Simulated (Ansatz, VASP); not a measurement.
**Two plane-wave programs on CdSe (Cadmoselite)**

The input INCAR:

```
SYSTEM = CdSe
  ALGO = Normal
  EDIFF = 1E-7
  ENCUT = 520
  GGA = PE
  ISIF = 2
  ISMEAR = -1
  LASPH = .TRUE.
  LCHARG = .FALSE.
  LREAL = .FALSE.
  LWAVE = .FALSE.
  NBANDS = 26
  NELM = 60
  PREC = Accurate
  SIGMA = 0.05
```

KPOINTS

```
k-points
0
G
  7 7 4
  0 0 0
```

POSCAR

```
CdSe
1.0
    4.3565854364      0.0000000000      0.0000000000
   -2.1782927182      3.7729136617      0.0000000000
    0.0000000000      0.0000000000      7.1123790148
Cd Se
2 2
Direct
    0.6666666667      0.3333333333      0.5000000000
    0.3333333333      0.6666666667      0.0000000000
    0.6666666667      0.3333333333      0.8850000000
    0.3333333333      0.6666666667      0.3850000000
```

The input input.yaml:

```yaml
crystal:
  lattice:
    - [4.3565854364, 0.0, 0.0]
    - [-2.1782927182, 3.7729136617, 0.0]
    - [0.0, 0.0, 7.1123790148]
  atoms:
    - { symbol: Cd, position: [0.6666666667, 0.3333333333, 0.5] }
    - { symbol: Cd, position: [0.3333333333, 0.6666666667, 0.0] }
    - { symbol: Se, position: [0.6666666667, 0.3333333333, 0.885] }
    - { symbol: Se, position: [0.3333333333, 0.6666666667, 0.385] }
hamiltonian:
  xc: pbe
  pseudopotentials: { kind: paw }
kpoints:
  mp_grid: { grid: [7, 7, 4] }
scf:
  occupations: { method: fermi_dirac, width: 0.05 }
output:
  forces: true
  stress: true
  eigenvalues: true
```

Change from the starting cell: volume scaled by 1.04.

Alike in both runs: task single point; functional PBE; k mesh 7 × 7 × 4; occupations fermi-dirac, width 0.05 eV; no spin polarisation.

|  | VASP | Ansatz |
| --- | --- | --- |
| version | VASP 6.6.1 | Ansatz 0.2.0 |
| potentials or method | VASP PAW PBE potentials, release 64 (Cd, Se) | Ansatz PAW |
| plane-wave cutoff (eV) | 520 | 420 |
| valence electrons in the cell | 36 | 72 |

Ansatz gave:

* gap on the k mesh at the Fermi level (eV): 0.62
* least direct gap on the mesh (eV): 0.62
* pressure (GPa): 0.9
* largest component of the traceless stress (GPa): 1.04
* rms of the force components (eV/Å): 0.141

Which values does VASP return?

gap on the k mesh at the Fermi level (eV): 0.62; least direct gap on the mesh (eV): 0.62; pressure (GPa): 1.2; largest component of the traceless stress (GPa): 1.09; rms of the force components (eV/Å): 0.145.

Atom by atom the forces differ by 0.005 eV/Å (rms over components). The two sets of potentials don't hold the same shells in valence.

Caveats: odd divisions of the mesh miss points on the zone boundary, where band edges often lie, so the gap on the mesh can be too wide (Ansatz).
